Suppose the bulk modulus of SnO has to come from a calculation. There is time for one further run, and it can go to a second program or to a second functional, the approximation for exchange and correlation. The table favours the second functional. Changing the program at PBE moves the modulus by 0.2 GPa, while changing the functional moves it by up to 13.8 GPa.

Bulk modulus of SnO (P4/nmm, 4-atom cell) from Kohn-Sham DFT with the functionals and programs listed, each at its own energy minimum. Static lattice, cells scaled uniformly with relative atomic positions fixed; 7×7×6 k mesh, Fermi-Dirac smearing of 0.05 eV. The basis column gives the plane-wave cutoff.

```
    method      rung           program                            potentials    basis  bulk modulus (GPa)
       PBE       GGA            Ansatz                             Ansatz NC  1240 eV               84.60
       PBE       GGA  Quantum ESPRESSO               SSSP 1.3 efficiency PBE   816 eV               84.40
       PBE       GGA              VASP  VASP PAW PBE potentials, recommended   520 eV               84.40
PBE-D3(BJ)       GGA            Ansatz                            Ansatz PAW   420 eV               88.70
    PBEsol       GGA            Ansatz           PseudoDojo PBEsol stringent  1388 eV               94.90
  m-r2SCAN  meta-GGA            Ansatz                            Ansatz PAW   500 eV               98.20
    r2SCAN  meta-GGA            Ansatz                            Ansatz PAW   500 eV               98.20
```

One limit decides what these numbers may be used for. The crystal was compressed by scaling all its edges together, with the atoms kept at the same relative positions. SnO is built of layers, and under real pressure the soft space between them closes first. The measured modulus is therefore far lower than any value in the table. The table shows how functionals differ in one well-defined compression, and closeness to experiment is no ground for choosing among them here.

The first three rows are all PBE, with different programs, potentials and basis sizes. Their order carries no meaning. Each modulus belongs to the volume at which that run has its lowest energy, and these volumes are nearly the same, about 18.5 Å³ per atom. When the three crystals are held at exactly one volume, their moduli differ by about 1 GPa, which is a more cautious measure of what a change of potentials can do.

Below these rows the modulus climbs, and the volume shrinks. PBE-D3(BJ) has its minimum at 18.06 Å³ per atom, PBEsol and r2SCAN at about 17.7. A smaller crystal is usually stiffer, because the repulsion between overlapping electron clouds rises steeply as atoms approach. It is tempting to stop at that explanation, but it predicts too much: if volume alone mattered, PBEsol would exceed its 94.9 GPa by more than 6 GPa.

The missing part appears when all the crystals are held at the same volume, 18.48 Å³ per atom, close to where PBE is at rest. There PBE changes from the softest method to the stiffest. Its three runs give about 85 GPa, while the other functionals give 78 to 81. Whatever makes these functionals prefer a smaller crystal also makes that crystal softer, as long as it isn't allowed to shrink.

A short argument shows why both can be true. The bulk modulus K measures how fast the pressure P rises as the volume V falls:

K = −V dP/dV

Relative to PBE, another functional adds an inward pull of size p, that is, a negative pressure −p. Let this pull grow as the crystal is compressed, in proportion to V⁻ⁿ, where n states how steeply it grows. Compression then meets less resistance, because the pull helps it along more and more. At fixed volume the modulus changes by

ΔK(fixed volume) = −n p

Now the crystal is released. It contracts until its own repulsion balances the pull and the pressure is zero. On the way its modulus rises by K′ for each unit of pressure, where K′ = dK/dP is about 4.4 on the PBE curve. The two steps together give

ΔK(at the new minimum) ≈ (K′ − n) p

The crystal ends up stiffer whenever n is smaller than K′. In other words, the repulsion must stiffen the crystal faster than the growing pull softens it. Explaining the trend by volume alone amounts to setting n to zero, which is why it overshoots for every functional other than PBE.

PBE-D3(BJ) is the clearest case, since its extra ingredient is known: an attraction between pairs of atoms that stands for dispersion forces. For an undamped attraction falling as 1/r⁶ with the distance r, uniform scaling makes the energy vary as V⁻² and the pressure as V⁻³, so n is 3. D3(BJ) also contains a second, steeper term, which by itself would raise n, while its damping weakens the growth at short distances and lowers n. The computed pressures give 2.2 to 2.5, depending on which PBE run serves as the reference; this row also uses other potentials than the PBE rows. The attraction thus softens the crystal by some 4 to 5 GPa at fixed volume, yet leaves it about 4 GPa stiffer once it has contracted.

PBEsol, the next row, has no added dispersion term, but it pulls inward about twice as hard. The usual explanation lies in how the two functionals treat an uneven electron density. PBE lowers the energy more strongly where the density varies rapidly compared with its size, as it does in the thin regions between atoms. Expansion enlarges such regions, so PBE favours a larger crystal; PBEsol reduces this reward and the crystal draws together. That is an argument from the construction of the functionals, whereas the pull itself can be read from the computed pressures.

This row also serves for a worked estimate. Held at the PBE volume, PBEsol has a modulus of 77.9 GPa and a pressure of −3.8 GPa. Release to zero pressure adds K′ times 3.8 GPa:

K ≈ 77.9 + 4.4 × 3.8 ≈ 95 GPa

The table has 94.9. No constant was adjusted to the PBEsol row, as K′ comes from the PBE run in Ansatz. Still, the pressures and the modulus stem from the same PBEsol calculation, so the agreement shows that the two steps account for the result, not that it could have been foreseen without that calculation.

The same recipe reproduces every row to within about half a GPa, as the output after this text shows. It does least well for PBE in Quantum ESPRESSO. There, and in VASP too, the directly computed stress lies slightly off the slope of the energy curve, as is expected when a plane-wave basis isn't complete. The recipe can therefore explain differences of several GPa between functionals, but it can't rank programs that agree as closely as these do.

The last two rows hold the irregularity. r2SCAN has practically the same volume as PBEsol, yet its modulus is 3.3 GPa higher, so volume can't be what separates them. Their pulls at the PBE volume are also nearly equal. The difference lies in n: the pull of r2SCAN grows only about as V⁻¹, that of PBEsol nearly as V⁻². r2SCAN therefore gives up less stiffness at fixed volume and gains about as much on contraction.

Why its pull grows so slowly is a matter for conjecture. r2SCAN also uses the kinetic energy density of the electrons, which helps it tell a covalent bond from the weak contact between two layers. It may thus divide its pull differently between the Sn–O bonds and the space between the layers. The two rows also differ in their potentials, which may contribute, although the gap is about three times the 1 GPa seen among the PBE runs at one volume. None of those runs used the potentials of the r2SCAN row, so the share of the potentials stays open.

m-r2SCAN gives the same modulus as r2SCAN and practically the same energy curve. The two rows should be counted as one result, not as two that confirm each other. Nor does the step from GGA to meta-GGA set the scale of the trend. The GGA rows alone spread over 10.5 GPa, three times the step from PBEsol to r2SCAN. What counts is how hard a functional pulls and how fast that pull grows, and the name of its rung reveals neither.

For a similar comparison, one calculation at the volume preferred by PBE already tells much. If the new functional shows a negative pressure there, its crystal will contract, and for the functionals in this table each GPa of that pull ended as a gain of roughly 2 to 3.5 GPa in the modulus. The lower end belongs to a pull that grows quickly on compression, as dispersion does, and the upper end to one that grows slowly. If the modulus is meant for SnO under real pressure, however, the next run should first let the shape of the cell and the positions of the atoms relax at each volume, because, judging by the low measured modulus, that is likely to matter more than any choice of functional made here.

Printed output of the fit:

```
Held at 18.48 A^3/atom and at the own minimum:
         row  own volume A^3/atom  pressure held GPa  modulus held GPa  modulus at minimum GPa
         PBE                18.48           -0.00696             84.61                    84.6
         PBE                18.53            0.05893              85.2                    84.4
         PBE                18.55             0.1858             85.59                    84.4
  PBE-D3(BJ)                18.06             -1.924             80.39                    88.7
      PBEsol                17.68             -3.807              77.9                    94.9
    m-r2SCAN                17.69             -3.919             80.79                    98.2
      r2SCAN                17.69              -3.92             80.79                    98.2
Steps from Ansatz PBE and the two models, GPa:
         row  change at fixed volume  gain by contraction  model  model miss  volume alone  volume alone miss
         PBE                       0                    0  84.64     0.03794          84.6                  0
         PBE                  0.5893               -0.287  84.94      0.5403         84.31           -0.08696
         PBE                  0.9834              -0.8395  84.78      0.3818         83.76            -0.6395
  PBE-D3(BJ)                  -4.214                8.349  88.77     0.07341         92.95              4.249
      PBEsol                  -6.709                16.55  94.48     -0.4193         101.2              6.252
    m-r2SCAN                  -3.821                17.04  97.86     -0.3428         101.6               3.44
      r2SCAN                   -3.82                17.04  97.86     -0.3416         101.6               3.44
Spread of the three PBE rows, GPa: 0.2
Spread of all rows at their own minima, GPa: 13.8
Spread of all rows held at 18.48 A^3/atom, GPa: 7.692
Spread of the GGA rows (PBE to PBEsol), GPa: 10.5
PBE-D3(BJ) less Ansatz PBE, GPa: 4.1
PBEsol less Ansatz PBE, GPa: 10.3
r2SCAN less Ansatz PBE, GPa: 13.6
r2SCAN less PBEsol, GPa: 3.3
Exponent n of the pull, PBE-D3(BJ) against Ansatz PBE: 2.198
Exponent n of the pull, PBEsol against Ansatz PBE: 1.765
Exponent n of the pull, r2SCAN against Ansatz PBE: 0.9763
Exponent n of the pull, PBE-D3(BJ) against VASP PBE: 2.463
Exponent n of the pull, PBEsol against VASP PBE: 1.926
Exponent n of the pull, r2SCAN against VASP PBE: 1.17
```
